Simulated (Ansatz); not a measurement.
**ZnS (F-43m), ideal shear of a crystal plane**

Method: DFT PBE, scalar-relativistic, plane waves, PAW (Ansatz 0.2.0). The runs took a 420 eV cutoff, a Γ-centred 8×8×3 mesh and Gaussian smearing (0.05 eV). No spin polarisation. Energies are free energies at this smearing, counted from the undisturbed cell; pressure is positive in compression.

The undisturbed cell (as given, not relaxed at this level; it stands at 1.4 GPa):

```xyz
6
Lattice="2.7046 -2.7046 0.0000 2.7046 0.0000 -2.7046 5.4093 5.4093 5.4093" Properties=species:S:1:pos:R:3 pbc="T T T"
Zn    4.2825   -1.1268   -1.1268
Zn    4.2825    4.2825    4.2825
Zn    4.2825    1.5779    1.5779
S     8.3395    2.9302    2.9302
S     2.9302    2.9302    2.9302
S     2.9302    0.2256    0.2256
```

The cut lies on the cell's a–b face, a (1 -1 1) plane (indices in the standard cell, whose axes needn't be the Cartesian ones shown) of area 12.67 Å², between layers 2.34 Å apart. Vector c is tilted by f times 1·a + 1·b (length 6.625 Å) with the atoms' Cartesian places fixed: one unrelaxed fault a cell. The traction is dγ/du, the slope of γ against the slip u in Å.

```csv
f,γ (mJ/m²),traction (GPa)
0.0000,0,0.0
0.0833,131,5.0
0.1667,548,9.6
0.2500,1073,8.0
0.3333,1302,0.0
0.4167,1144,-4.5
0.5000,918,-3.0
0.5833,840,0.1
0.6667,864,0.0
0.7500,756,-4.3
0.8333,430,-6.7
0.9167,115,-4.1
```

Task: Read off the first barrier and the stress needed to climb it, and compare with Frenkel's sinusoid.

Result: The first sampled maximum lies at f = 0.333, a slip of 2.21 Å, with γ ≈ 1302 mJ/m², which stands in for the unstable fault energy γ_us, and the steepest sampled slope before it is 9.6 GPa. A sinusoid γ = γ_us sin²(πu/λ) with its maximum there has λ = 4.42 Å and a largest slope πγ_us/λ = 9.3 GPa (1 mJ/m² per Å = 0.01 GPa). The stand-in is too high: a rotation axis of order three or more passes through this point, so the curvature is the same in every direction of the plane and the point is a peak of the γ-surface, which slip goes round.

Task: Is there a metastable fault on this line?

Result: The samples dip to a local minimum of 840 mJ/m² at f = 0.583. It lies off the rotation axes, between two maxima that lie on them, so it is most likely the pass between two peaks of the γ-surface: a saddle for slip across the line, a better estimate of γ_us, and no metastable fault.

The cut is rigid; relaxing the faces lowers these energies and usually the stresses. The start isn't at rest at this level: it stands under 1.4 GPa with forces up to 0.00 eV/Å, so these aren't the figures of the relaxed crystal.

Cost: 12 runs of about 3.8 core-minutes in all, on Intel Xeon Platinum 8259CL (Skylake/Cascade Lake) (shared hosts).